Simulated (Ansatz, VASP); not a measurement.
# CdSe in VASP and in Ansatz

```
Cd Se
1.0
     0.00000    2.90914    2.90914
     2.90914    0.00000    2.90914
     2.90914    2.90914    0.00000
Cd Se
1 1
Cartesian
  0.0000 0.0000 0.0000
  4.3637 4.3637 4.3637
```

Alike in both runs: functional LDA; k mesh 6 × 6 × 6; no spin polarisation.

Ansatz relaxed the structure, and its values are those at the end. VASP's run is a single point on that final structure, the one shown.

|  | VASP | Ansatz |
| --- | --- | --- |
| version | VASP 6.6.1 | Ansatz 0.2.0 |
| potentials or method | VASP PAW LDA potentials, release 64 (Cd, Se) | PAW with Ansatz's default frozen-core files, scalar-relativistic |
| plane-wave cutoff (eV) | 520 | 420 |
| occupations | gaussian, width 0.01 eV | fixed |
| valence electrons in the cell | 18 | 36 |

VASP gave:

| Quantity | Value |
| --- | --- |
| gap on the k mesh at the Fermi level (eV) | 0.63 |
| pressure (GPa) | 7.7 |

Task: Estimate Ansatz's values.

Result: gap on the k mesh at the Fermi level (eV): 0.59; pressure (GPa): 7.0.

The two sets of potentials don't hold the same shells in valence.
